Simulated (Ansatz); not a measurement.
Crystal: ZnSe (Stilleite).

```
Se Zn
1.0
     0.00000    2.83380    2.83380
     2.83380    0.00000    2.83380
     2.83380    2.83380    0.00000
Se Zn
1 1
Direct
  0.75000 0.75000 0.75000
  0.00000 0.00000 0.00000
```

| Item | Value |
| --- | --- |
| Program | Ansatz 0.2.0 |
| Task | relaxation of cell and atoms |
| Functional | PBEsol |
| Dispersion | D4 |
| Potentials or basis | Ansatz PAW |
| Cutoff | 420 eV (not typed: the program's choice for these potentials) |
| k mesh | 8 × 8 × 8 |
| Occupations | fermi-dirac, width 0.05 eV |
| Spin | no spin polarisation |

At the start: volume 22.76 Å³/atom.

Question: Where does the relaxation end?

Answer: It ends after 4 steps and the volume is 21.91 Å³/atom (-3.7 %); space group F-43m (No. 216, to 0.05 Å).

The path:
```csv
step,energy change (eV),largest force (eV/Å),volume (Å³)
1,0.0000,0.0000,45.51
2,-0.0122,0.0000,44.24
3,-0.0131,0.0000,43.83
4,-0.0125,0.0000,43.83
```

Final structure:
```
Se Zn
1.0
     0.00000    2.79836    2.79836
     2.79836    0.00000    2.79836
     2.79836    2.79836    0.00000
Se Zn
1 1
Direct
  0.75000 0.75000 0.75000
  0.00000 0.00000 0.00000
```

Caveat: the plane-wave basis is chosen anew once the cell has moved, so the energies of steps on either side of that aren't comparable; the PAW data sets come from PBE, with cores solved anew for the run's functional, which leaves a small shift of forces and pressure.
